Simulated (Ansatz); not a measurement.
MgSe:

```
Se Mg
1.0
     0.00000    2.72550    2.72550
     2.72550    0.00000    2.72550
     2.72550    2.72550    0.00000
Se Mg
1 1
Direct
  0.50000 0.50000 0.50000
  0.00000 0.00000 0.00000
```

Program: Ansatz 0.2.0. Alike in all runs: potentials or basis Ansatz PAW; cell as given. Hardware: 2 threads of Arm Neoverse V1, on a shared host.

Q: Order these runs on this cell by their wall time, lowest first.
A. task band structure; level revPBE; spin off; k mesh 8 × 8 × 8; cutoff (eV) 420; smearing fermi-dirac 0.05 eV; points for each segment of the path 14
B. task single point; level PBE; spin off; k mesh 8 × 8 × 8; cutoff (eV) 420; smearing gaussian 0.012 eV
C. task band structure; level PBEsol; spin SOC, no magnetisation; k mesh 6 × 6 × 6; cutoff (eV) 420; smearing fermi-dirac 0.05 eV; points for each segment of the path 14
D. task band structure; level r2SCAN; spin off; k mesh 8 × 8 × 8; cutoff (eV) 500; smearing fermi-dirac 0.05 eV; points for each segment of the path 14

A: B (1.1 s), A (2.2 s), D (4.8 s), C (17 s).
